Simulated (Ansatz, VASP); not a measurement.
## HfO2 in VASP and in Ansatz

```xyz
3
Lattice="0.0000 2.5575 2.5575 2.5575 0.0000 2.5575 2.5575 2.5575 0.0000" Properties=species:S:1:pos:R:3 pbc="T T T"
Hf    0.0000    0.0000    0.0000
O     1.2788    1.2788    1.2788
O     3.8363    3.8363    3.8363
```

Alike in both runs: task electric field gradients; functional PBE; k mesh 9 × 9 × 9; occupations fermi-dirac, width 0.01 eV; no spin polarisation.

```csv
,VASP,Ansatz
version,VASP 6.6.1,Ansatz 0.2.0
potentials or method,"VASP PAW PBE potentials, release 64 (Hf_pv, O), cutoff 520 eV","all-electron PAW with datasets made for the crystal, scalar-relativistic"
```

```tsv
	VASP	Ansatz	Ansatz less VASP
gap on the k mesh at the Fermi level (eV)	3.84	3.82	-0.015
pressure (GPa)	-6.0	-2.5	+3.54
Vzz of the field gradient on the site that differs most (V/Å²)	0.0	0.0	0.00
```

Ansatz ran all-electron here, so the differences hold the error of VASP's frozen core and of both bases. Ansatz warned: «gradients_without_spin_orbit».

Caveats: spin-orbit coupling is left out, which moves the levels of the heavy elements; an odd mesh through Γ misses points on the zone boundary, where band edges often lie.
